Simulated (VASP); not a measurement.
A run of VASP 6.6.1 is set up as follows.

Contents of POSCAR:

```
Re
1.0
    2.7610000000      0.0000000000      0.0000000000
   -1.3805000000      2.3910961400      0.0000000000
    0.0000000000      0.0000000000      4.4560000000
Re
2
Direct
    0.3333333300      0.6666666700      0.2500000000
    0.6666666700      0.3333333300      0.7500000000
```

The input INCAR.step1:

```
PREC     = Accurate       # precision mode
ENCUT    = 600            # plane-wave cutoff, eV
EDIFF    = 1E-8           # SCF threshold, eV
ISMEAR   = 0              # smearing method
SIGMA    = 0.1            # smearing width, eV
LREAL    = F              # projectors in reciprocal space
LASPH    = T              # aspherical terms in the spheres
NELM     = 80             # most SCF steps
ALGO     = Normal         # electronic algorithm
ISIF     = 3              # what is computed and relaxed
LWAVE    = F              # write WAVECAR
LCHARG   = F              # write CHGCAR
IBRION   = 2              # ionic algorithm
NSW      = 40             # ionic steps
EDIFFG   = -0.002         # ionic threshold
```

The input INCAR.step2:

```
PREC     = Accurate       # precision mode
ENCUT    = 600            # plane-wave cutoff, eV
EDIFF    = 1E-8           # SCF threshold, eV
ISMEAR   = 0              # smearing method
SIGMA    = 0.1            # smearing width, eV
LREAL    = F              # projectors in reciprocal space
LASPH    = T              # aspherical terms in the spheres
NELM     = 80             # most SCF steps
ALGO     = Normal         # electronic algorithm
ISIF     = 3              # what is computed and relaxed
LWAVE    = F              # write WAVECAR
LCHARG   = F              # write CHGCAR
IBRION   = 6              # ionic algorithm
NFREE    = 2            
POTIM    = 0.015          # step
NSW      = 1              # ionic steps
```

Contents of KPOINTS:

```
Automatic mesh
0
Gamma
  24 24 12
```

Potentials or basis: VASP PAW LDA potentials, release 64 (Re).

Command:

```bash
$ cat potpaw_LDA.64/Re/POTCAR > POTCAR
$ cp INCAR.step1 INCAR
$ mpirun -np 1 vasp_std > vasp.out
$ cp CONTCAR POSCAR
$ cp INCAR.step2 INCAR
$ mpirun -np 1 vasp_std > vasp.out
```

**Question.** Estimate the Voigt bulk modulus.

**Answer.** 413 GPa.

**Question.** What does it give for the highest phonon frequency at Γ?

**Answer.** 116 cm⁻¹.

**Question.** Predict the relaxed cell.

**Answer.** a = 2.742 Å, b = 2.742 Å, c = 4.421 Å, α = 90.00°, β = 90.00°, γ = 120.00°.

**Question.** Estimate the relaxed volume.

**Answer.** 14.39 Å³/atom.

**Question.** Estimate the space group after relaxing (to 0.05 Å).

**Answer.** P6_3/mmc (No. 194).

Phonon frequencies in cm⁻¹ (negative: imaginary):
| q point | frequencies |
| --- | --- |
| (0.000, 0.000, 0.000) | 0 0 0 88 116 116 |

The run has no spin-orbit coupling, so splittings on Re are missing.
